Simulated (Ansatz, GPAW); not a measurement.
Given: the input of a run of GPAW 26.7.0 (ASE script) on InP. 

The input run.py:

```python
from ase import Atoms
from ase.dft.bandgap import bandgap
from ase.io import write
from ase.units import GPa
from gpaw import GPAW, PW

atoms = Atoms(['In', 'P'],
              cell=[[0.0, 2.9305, 2.9305],
                    [2.9305, 0.0, 2.9305],
                    [2.9305, 2.9305, 0.0]],
              scaled_positions=[[0.0, 0.0, 0.0],
                                [0.75, 0.75, 0.75]],
              pbc=True)

calc = GPAW(mode=PW(600),
            xc='PBE',
            kpts={'size': (8, 8, 8), 'gamma': True},
            occupations={'name': 'methfessel-paxton', 'order': 0, 'width': 0.022},
            nbands=18,
            convergence={'density': 1e-05, 'energy': 1e-05},
            maxiter=150,
            txt='gpaw.txt')
atoms.calc = calc
energy = atoms.get_potential_energy()
forces = atoms.get_forces()
stress = atoms.get_stress()
calc.write('gs.gpw')
write('result.traj', atoms)
print(f'Energy: {energy:.6f} eV')
print('Forces (eV/A):')
print(forces.round(4))
print('Stress (GPa):', (stress / GPa).round(3))
print('Fermi level:', round(calc.get_fermi_level(), 4), 'eV')
print(f'Gap: {bandgap(calc)[0]:.4f} eV, direct: {bandgap(calc, direct=True)[0]:.4f} eV')
```

Potentials or basis: GPAW PAW data sets (gpaw-data 1.2.1), pw.

Command:

```sh
$ OMP_NUM_THREADS=1 python run.py
```

Q: What does the same run look like in Ansatz 0.2.0? Potentials or basis there: all-electron LAPW, scalar-relativistic.

A: As run (cutoffs and basis follow the program's own potentials, and thresholds, step limits or extra output files can differ):

File input.yaml:

```yaml
crystal:
  lattice:
    - [0.0, 2.9305, 2.9305]
    - [2.9305, 0.0, 2.9305]
    - [2.9305, 2.9305, 0.0]
  atoms:
    - { symbol: In, position: [0.0, 0.0, 0.0] }
    - { symbol: P, position: [0.75, 0.75, 0.75] }
kpoints:
  mp_grid: { grid: [8, 8, 8] }
scf:
  occupations: { method: gaussian, width: 0.022 }
hamiltonian:
  xc: pbe
  pseudopotentials: { kind: all_electron, lapw: { basis_error: 0.001 } }
output:
  forces: true
  stress: true
  eigenvalues: true
```

Potentials or basis: all-electron LAPW, scalar-relativistic.

The run is started by

```console
$ ansatz run input.yaml --threads 1 --pin off --max-ram 3072MiB --backend cpu --events-out ev --progress --plain --runs-dir out
```

Both were run:

|  | GPAW | Ansatz |
| --- | --- | --- |
| Pressure | 3.0 GPa | 3.3 GPa |

Where Ansatz's input types no cutoff or centring, it takes its own default and a Γ-centred mesh.

Pressure is positive in compression.
